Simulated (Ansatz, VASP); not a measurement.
Ti: VASP beside Ansatz

The input INCAR:

```
AGGAC = 1.0
AGGAX = 1.0
ALDAC = 0.0
ALDAX = 1.0
ALGO = Normal
EDIFF = 1E-6
ENCUT = 520
GGA = B5
ISIF = 2
ISMEAR = -1
LASPH = True
LCHARG = False
LREAL = False
LWAVE = False
NBANDS = 12
NELM = 80
PREC = Accurate
SIGMA = 0.1
```

File KPOINTS:

```
k-points
0
Gamma
  15 15 15
```

POSCAR

```
Ti
1.0
   -1.6845120452      1.6845120452      1.6845120452
    1.6845120452     -1.6845120452      1.6845120452
    1.6845120452      1.6845120452     -1.6845120452
Ti
1
Direct
    0.0000000000      0.0000000000      0.0000000000
```

Input for Ansatz:

```yaml
crystal:
  lattice:
    - [-1.6845120452, 1.6845120452, 1.6845120452]
    - [1.6845120452, -1.6845120452, 1.6845120452]
    - [1.6845120452, 1.6845120452, -1.6845120452]
  atoms:
    - { symbol: Ti, position: [0.0, 0.0, 0.0] }
hamiltonian:
  xc: blyp
  pseudopotentials:
    kind: paw
    azcp:
      Ti: "pseudopotentials/Ti.paw.azcp"
basis:
  ecutwfc: 420
  fft_grid_basis: typed
kpoints:
  mp_grid: { grid: [15, 15, 15], shift: [0, 0, 0] }
magnetization:
  spin_polarized: false
scf:
  occupations: { method: fermi_dirac, width: 0.1 }
  lower_state_search: "off"
output:
  stress: true
  write_density: true
  write_potential: true
  elf: true
  volumetric_format: npy
```

Alike in both runs: task single point; functional BLYP; k mesh 15 × 15 × 15; occupations fermi-dirac, width 0.1 eV; no spin polarisation.

|  | VASP | Ansatz |
| --- | --- | --- |
| version | VASP 6.6.1 | Ansatz 0.2.0 |
| potentials or method | VASP PAW PBE potentials, release 64 (Ti_sv) | plane waves (420 eV) with PAW, scalar-relativistic |
| plane-wave cutoff (eV) | 520 | 420 |
| valence electrons in the cell | 12 | 12 |

|  | VASP | Ansatz | Ansatz less VASP |
| --- | --- | --- | --- |
| pressure (GPa) | -6.6 | -6.6 | -0.01 |

With one functional, cell and mesh, what is left measures potentials, basis and numerics.

Caveats: the PAW data sets were made with another functional, which shifts forces and pressure a little (VASP).
